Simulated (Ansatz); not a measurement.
An input for Ansatz 0.2.0 (PbS (Galena)):

The input run.py:

```python
import json

import ase.io
import numpy as np
from ase.calculators.calculator import CalculationFailed, Calculator
from ase.stress import full_3x3_to_voigt_6_stress
from ase.units import GPa
from ase.md.langevin import Langevin
from ase.md.velocitydistribution import MaxwellBoltzmannDistribution, Stationary
from ase.units import fs

import ansatz as az

class AnsatzCalculator(Calculator):
    implemented_properties = ["energy", "free_energy", "forces", "stress", "magmom"]

    def calculate(self, atoms, properties, system_changes):
        super().calculate(atoms, properties, system_changes)
        structure = atoms.copy()
        structure.set_constraint()
        structure.set_momenta(None)
        structure.set_masses(None)
        outcome = (
            az.Crystal.from_ase(structure)
            .calculation()
            .basis(xc_grid=2)
            .kpoints(5, 5, 5)
            .functional(exchange="slater", correlation="vwn5")
            .pseudopotentials(kind="paw", core="large")
            .scf(tolerance=1e-09)
            .forces()
            .stress()
            .run(threads=2)
        )
        if not outcome.report["converged"]:
            raise CalculationFailed("SCF not converged")
        report = outcome.report
        self.results = {
            "free_energy": report["lagrangian_ev"],
            "energy": report["lagrangian_ev"],
            "forces": np.array(report["forces_ev_ang"]),
            "stress": -GPa * full_3x3_to_voigt_6_stress(report["stress_gpa"]),
            "magmom": report["magnetization_mub"],
        }

np.set_printoptions(precision=5, suppress=True, linewidth=110)
atoms = ase.io.read("POSCAR", format="vasp")
atoms.calc = AnsatzCalculator()
rng = np.random.default_rng(3892)
MaxwellBoltzmannDistribution(atoms, temperature_K=1200, rng=rng)
Stationary(atoms)
dyn = Langevin(atoms, 2.0 * fs, temperature_K=1200, friction=0.01 / fs, rng=rng)
log = []

def show():
    e, k = atoms.get_potential_energy(), atoms.get_kinetic_energy()
    log.append([dyn.get_time() / fs, e, k, atoms.get_temperature()])
    print(f"t = {log[-1][0]:6.1f} fs  Epot = {e:.5f}  Ekin = {k:.5f}  Etot = {e + k:.5f} eV  T = {log[-1][3]:.1f} K")

dyn.attach(show)
dyn.run(15)
json.dump({"md": log}, open("results.json", "w"))
```

File POSCAR:

```
PbS
1.0
    0.0000000000      2.9657500000      2.9657500000
    2.9657500000      0.0000000000      2.9657500000
    2.9657500000      2.9657500000      0.0000000000
Pb S
1 1
Direct
    0.0000000000      0.0000000000      0.0000000000
    0.5000000000      0.5000000000      0.5000000000
```

Potentials or basis: Ansatz PAW large core.

The run is started by

```sh
$ python run.py
```

Task: What does the program do with it?

Result: The run stopped without a result. It printed:

Output:

```text
run.py:52: DeprecationWarning: Use thermalize_momenta
  MaxwellBoltzmannDistribution(atoms, temperature_K=1200, rng=rng)
FutureWarning: The implementation of `fixcm=True` in `Langevin` does not strictly sample the correct NVT distributions. The deviations are typically small for large systems but can be more pronounced for small systems. Use `fixcm=False` together with `ase.constraints.FixCom`. `fixcm` is deprecated since ASE 3.28.0 and will be removed in a future release.
Traceback (most recent call last):
  File "run.py", line 65, in <module>
  File "run.py", line 34, in calculate
  [frames inside libraries left out]
ansatz.RefusalError: YAML parse error: `scf.occupations.method` is required: fixed only where the cell keeps a band gap throughout the run, explicit beside scf.occupations.values (under evaluate: without them), else a smearing such as fermi_dirac (scf.occupations.width is optional; its entry in the input reference gives the default)
```
